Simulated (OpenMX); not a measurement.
Runs of OpenMX 3.8.5 on Rh. The structure is cubic, space group Fm-3m (No. 225). The conventional cell has a = 3.796 Å, b = 3.796 Å, c = 3.796 Å, α = 90.00°, β = 90.00°, γ = 90.00°. Around Rh (site symmetry m-3m) lie 12 Rh at 2.68 Å. 

```tsv
task	level	potentials or basis	cell	k mesh	max SCF cycles	grid points, held for all volumes	gap on the mesh (eV)	pressure (GPa)
single point	PBE	OpenMX 2013 PBE set, Rh7.0-s3p2d2, grid cutoff 400 Ry	as given	9 × 9 × 9	100	-	none	14.9
single point	PBE	OpenMX 2013 PBE set, Rh7.0-s3p2d2, grid cutoff 400 Ry	cell strained at random at fixed volume	13 × 13 × 13	100	-	none	16.3
single point	PBE	OpenMX 2013 PBE set, Rh7.0-s3p2d2, grid cutoff 400 Ry	as given	13 × 13 × 13	100	-	none	(a)
single point	PBE+D4	OpenMX 2013 PBE set, Rh7.0-s3p2d2, grid cutoff 400 Ry	as given	9 × 9 × 9	100	-	none	5.9
```

Alike in all rows: no spin polarisation; smearing fermi-dirac 0.05 eV.

**Question.** Estimate the missing entries.

**Answer.** (a) 15.0.

Caveats: the basis of atomic orbitals isn't converged, which shifts pressures, moduli and gaps; pairwise dispersion overbinds metals, which lowers pressure and volume (some runs).

A k mesh can miss the band edges, and the runs leave out spin-orbit coupling on Rh.

A gap of «none» marks a metal or a gap under the smearing width.
